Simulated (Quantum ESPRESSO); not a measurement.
# Ge (Fd-3m) in Quantum ESPRESSO: notebook, part 2 of 2

Quantum ESPRESSO 7.5. The steps go on from the part before.

## (4) Relaxation of cell and atoms, PBE, target pressure 20 GPa, at which the enthalpy is minimised

pw.in reads:

```
&CONTROL
  calculation = 'vc-relax'
  prefix = 'pwscf'
  outdir = './tmp'
  pseudo_dir = './pseudo'
  tprnfor = .true.
  tstress = .true.
  disk_io = 'low'
  nstep = 40
  forc_conv_thr = 0.0004
  etot_conv_thr = 1d-05
/
&SYSTEM
  ibrav = 0
  nat = 2
  ntyp = 1
  ecutwfc = 63
  ecutrho = 506
  nbnd = 21
  occupations = 'smearing'
  smearing = 'fd'
  degauss = 0.00367493
/
&ELECTRONS
  conv_thr = 4d-10
  electron_maxstep = 120
  mixing_beta = 0.5
/
&IONS
  ion_dynamics = 'bfgs'
/
&CELL
  cell_dynamics = 'bfgs'
  press = 200
  press_conv_thr = 0.3
/
ATOMIC_SPECIES
Ge    72.6300 ge_pbe_v1.4.uspp.F.UPF
CELL_PARAMETERS angstrom
   0.0000000000    2.8289100000    2.8289100000
   2.8289100000    0.0000000000    2.8289100000
   2.8289100000    2.8289100000    0.0000000000
ATOMIC_POSITIONS angstrom
Ge     4.2433650000    4.2433650000    4.2433650000
Ge     2.8289100000    2.8289100000    2.8289100000
K_POINTS automatic
8 8 8 0 0 0
```

Potentials or basis: SSSP 1.3 efficiency PBE.

Started as:

```
> OMP_NUM_THREADS=1 pw.x -in pw.in > pw.out
```

pw.out:

```text
This program is part of the open-source Quantum ESPRESSO suite
     for quantum simulation of materials; please cite
[... 9 lines left out ...]
     --------------------
     sticks:   dense  smooth     PW     G-vecs:    dense   smooth      PW
     Sum        1993    1003    301                58767    20539    3383

     Using Slab Decomposition

     bravais-lattice index     =            0
     lattice parameter (alat)  =       7.5602  a.u.
     unit-cell volume          =     305.5512 (a.u.)^3
     number of atoms/cell      =            2
     number of atomic types    =            1
     number of electrons       =        28.00
     number of Kohn-Sham states=           21
     kinetic-energy cutoff     =      63.0000  Ry
     charge density cutoff     =     506.0000  Ry
     scf convergence threshold =      4.0E-10
     mixing beta               =       0.5000
     number of iterations used =            8  plain     mixing
     energy convergence thresh.=      1.0E-05
     force convergence thresh. =      4.0E-04
[... 1560 lines left out ...]

     number of k points=    29  Fermi-Dirac smearing, width (Ry)=  0.0037
                       cart. coord. in units 2pi/alat
        k(    1) = (   0.0000000   0.0000000   0.0000000), wk =   0.0039062
        k(    2) = (   0.0930330   0.0930330  -0.0930330), wk =   0.0312500
        k(    3) = (   0.1860660   0.1860660  -0.1860660), wk =   0.0312500
        k(    4) = (   0.2790991   0.2790991  -0.2790991), wk =   0.0312500
        k(    5) = (  -0.3721321  -0.3721321   0.3721321), wk =   0.0156250
        k(    6) = (   0.1860660  -0.0000000  -0.0000000), wk =   0.0234375
[... 21 lines left out ...]
        k(   28) = (  -0.7442641   0.1860660   0.0000000), wk =   0.0468750
        k(   29) = (  -0.7442641   0.3721321   0.0000000), wk =   0.0234375

     Dense  grid:    50333 G-vectors     FFT dimensions: (  60,  60,  60)

     Smooth grid:    17573 G-vectors     FFT dimensions: (  40,  40,  40)

     Initial potential from superposition of free atoms

     starting charge      27.9983, renormalised to      28.0000
     Starting wfcs are   18 randomized atomic wfcs +    3 random wfcs

     Self-consistent Calculation

     iteration #  1     ecut=    63.00 Ry     beta= 0.50
     Davidson diagonalization with overlap
     ethr =  1.00E-06,  avg # of iterations = 12.0
[... 257 lines left out ...]
          total   stress  (Ry/bohr**3)                   (kbar)     P=      199.87
   0.00135867  -0.00000000  -0.00000000          199.87       -0.00       -0.00
  -0.00000000   0.00135867  -0.00000000           -0.00      199.87       -0.00
  -0.00000000  -0.00000000   0.00135867           -0.00       -0.00      199.87

=------------------------------------------------------------------------------=
   JOB DONE.
=------------------------------------------------------------------------------=
```

It took 2 min on 1 thread of Arm Neoverse V2, shared host; peak memory 0.26 GiB.

What came out:

- Free energy: -5813.2762 eV
- Relaxed volume: 19.41 Å³/atom
- Relaxed cell: a = 3.801 Å, b = 3.801 Å, c = 3.801 Å, α = 60.00°, β = 60.00°, γ = 60.00°
- Space group after relaxing (to 0.05 Å): Fd-3m (No. 227)
- Energy change on relaxing (the enthalpy is what falls): +214.2 meV/atom
- Ionic steps: 5
- Pressure after relaxing: 20.0 GPa
- Band gap on the k mesh: 0.34 eV, indirect (least direct gap 1.51 eV)

Step by step:
```
step  energy change (eV)  largest force (eV/Å)  pressure (GPa)  volume (Å³)
   1              0.0000                0.0000            3.55        45.28
   2              0.1635                0.0000           11.30        41.59
   3              0.5257                0.0000           22.83        38.10
   4              0.4196                0.0000           19.73        38.90
   5              0.4284                0.0000           19.99        38.83
```

Final structure:
```xyz
2
Lattice="0.0000 2.6877 2.6877 2.6877 0.0000 2.6877 2.6877 2.6877 0.0000" Properties=species:S:1:pos:R:3 pbc="T T T"
Ge    4.0315    4.0315    4.0315
Ge    2.6877    2.6877    2.6877
```

Levels at points of the mesh, in eV from the valence-band top:
| k point | band 12 | band 13 | band 14 | band 15 | band 16 | band 17 |
| --- | --- | --- | --- | --- | --- | --- |
| (0.00, 0.00, 0.00) | 0.00 | 0.00 | 0.00 | 1.51 | 2.59 | 2.59 |
| (0.00, 0.00, -0.50) | -8.43 | -1.66 | -1.66 | 0.69 | 3.78 | 3.78 |
| (0.00, -0.50, -0.50) | -9.54 | -3.66 | -3.66 | 0.51 | 0.51 | 10.83 |

## (5) Relaxation of cell and atoms, PBE, target pressure 30 GPa, at which the enthalpy is minimised

pw.in, as its differences from that of step 4:

```diff
@@ -33,3 +33,3 @@
   cell_dynamics = 'bfgs'
-  press = 200
+  press = 300
   press_conv_thr = 0.3
```

Started as:

```
> OMP_NUM_THREADS=1 pw.x -in pw.in > pw.out
```

Run time: 2.2 min. Hardware: 1 thread of Arm Neoverse V2, shared host; peak memory 0.26 GiB.

Results (log left out):

| Quantity | Value |
| --- | --- |
| Free energy | -5812.9173 eV |
| Relaxed volume | 18.25 Å³/atom |
| Relaxed cell | a = 3.724 Å, b = 3.724 Å, c = 3.724 Å, α = 60.00°, β = 60.00°, γ = 60.00° |
| Space group after relaxing (to 0.05 Å) | Fd-3m (No. 227) |
| Energy change on relaxing (the enthalpy is what falls) | +393.5 meV/atom |
| Ionic steps | 6 |
| Pressure after relaxing | 30.0 GPa |
| Band gap on the k mesh | 0.22 eV, indirect (least direct gap 2.15 eV) |

Step by step:
```csv
step,energy change (eV),largest force (eV/Å),pressure (GPa),volume (Å³)
1,0.0000,0.0000,3.55,45.28
2,0.3562,0.0000,17.79,39.44
3,0.9862,0.0000,35.18,35.53
4,0.7682,0.0000,29.50,36.61
5,0.7864,0.0000,29.98,36.51
6,0.7869,0.0000,30.00,36.51
```

Final structure:
```
Ge
1.0
     0.00000    2.63304    2.63304
     2.63304    0.00000    2.63304
     2.63304    2.63304    0.00000
Ge
2
Direct
  0.75000 0.75000 0.75000
  0.50000 0.50000 0.50000
```

Levels at points of the mesh, in eV from the valence-band top:
| k point | band 10 | band 11 | band 12 | band 13 | band 14 | band 15 | band 16 | band 17 | band 18 | band 19 |
| --- | --- | --- | --- | --- | --- | --- | --- | --- | --- | --- |
| (0.00, 0.00, 0.00) | -24.81 | -14.63 | 0.00 | 0.00 | 0.00 | 2.15 | 2.59 | 2.59 | 2.59 | 6.93 |
| (0.00, 0.00, -0.50) | -24.78 | -11.94 | -8.83 | -1.78 | -1.78 | 0.92 | 3.77 | 3.77 | 7.12 | 12.09 |
| (0.00, -0.50, -0.50) | -24.76 | -9.85 | -9.85 | -3.93 | -3.93 | 0.38 | 0.38 | 11.39 | 11.39 | 13.99 |

Caveat: the volume moved by over 15 % at a fixed basis, so the end points are rough.

## (6) Overview

| cell | gap on the mesh (eV) | pressure (GPa) |
| --- | --- | --- |
| relaxed to 5 GPa | 0.21 | 5.0 |
| relaxed to 10 GPa | 0.41 | 10.0 |
| relaxed to 20 GPa | 0.34 | 20.0 |
| relaxed to 30 GPa | 0.22 | 30.0 |

Alike in all rows: task relaxation of cell and atoms; level PBE; potentials or basis SSSP 1.3 efficiency PBE; no spin polarisation; k mesh 8 × 8 × 8; cutoff (eV) 857; smearing fermi-dirac 0.05 eV.

Caveats: the volume moved by over 15 % at a fixed basis, so the end points are rough (some runs).

Total energies depend on the potentials used, so only differences within one code and one set of settings carry meaning.
